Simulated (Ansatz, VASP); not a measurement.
# One calculation of Hf, two programs

INCAR

```
SYSTEM = Hf
ALGO     = Normal         ! electronic algorithm
EDIFF    = 1E-6           ! SCF threshold, eV
ENCUT    = 520            ! plane-wave cutoff, eV
GGA      = PS             ! functional
ISIF     = 2              ! what is computed and relaxed
ISMEAR   = -1             ! smearing method
LASPH    = .True.         ! aspherical terms in the spheres
LCHARG   = .False.        ! write CHGCAR
LREAL    = .False.        ! projectors in reciprocal space
LWAVE    = .False.        ! write WAVECAR
NBANDS   = 11             ! bands
NELM     = 60             ! most SCF steps
PREC     = Accurate       ! precision mode
SIGMA    = 0.08           ! smearing width, eV
```

KPOINTS

```
k-points
0
Gamma
  16 16 16
  0 0 0
```

The input POSCAR:

```
Hf
1.0
   -1.7806051177      1.7806051177      1.7806051177
    1.7806051177     -1.7806051177      1.7806051177
    1.7806051177      1.7806051177     -1.7806051177
Hf
1
Direct
    0.0000000000      0.0000000000      0.0000000000
```

Input for Ansatz:

```yaml
crystal:
  lattice:
    - [-1.7806051177, 1.7806051177, 1.7806051177]
    - [1.7806051177, -1.7806051177, 1.7806051177]
    - [1.7806051177, 1.7806051177, -1.7806051177]
  atoms:
    - { symbol: Hf, position: [0.0, 0.0, 0.0] }
kpoints:
  mp_grid: { grid: [16, 16, 16] }
  band_path:
    path:
      - [0.0, 0.0, 0.0]
      - [0.5, -0.5, 0.5]
      - [0.0, 0.0, 0.5]
      - [0.0, 0.0, 0.0]
      - [0.25, 0.25, 0.25]
      - [0.5, -0.5, 0.5]
      - [0.25, 0.25, 0.25]
      - [0.0, 0.0, 0.5]
    npoints: 5
scf:
  occupations: { method: fermi_dirac, width: 0.08 }
hamiltonian:
  xc: pbesol
  pseudopotentials: { kind: all_electron, lapw: { basis_error: 0.001 } }
output:
  forces: true
  stress: true
  eigenvalues: true
```

Change from the starting cell: volume scaled by 0.96.

Alike in both runs: task single point; functional PBEsol; k mesh 16 × 16 × 16; occupations fermi-dirac, width 0.08 eV; no spin polarisation.

```csv
,VASP,Ansatz
version,VASP 6.6.1,Ansatz 0.2.0
potentials or method,"VASP PAW PBE potentials, release 64 (Hf_pv)","all-electron LAPW, scalar-relativistic"
plane-wave cutoff (eV),520,see its input
```

```csv
,VASP,Ansatz,Ansatz less VASP
pressure (GPa),-5.9,-5.6,+0.31
```

Ansatz ran all-electron here, so the differences hold the error of VASP's frozen core and of both bases.

Caveats: the PAW data sets were made with another functional, which shifts forces and pressure a little (VASP). Spin-orbit coupling is left out, which matters for the levels of Hf.
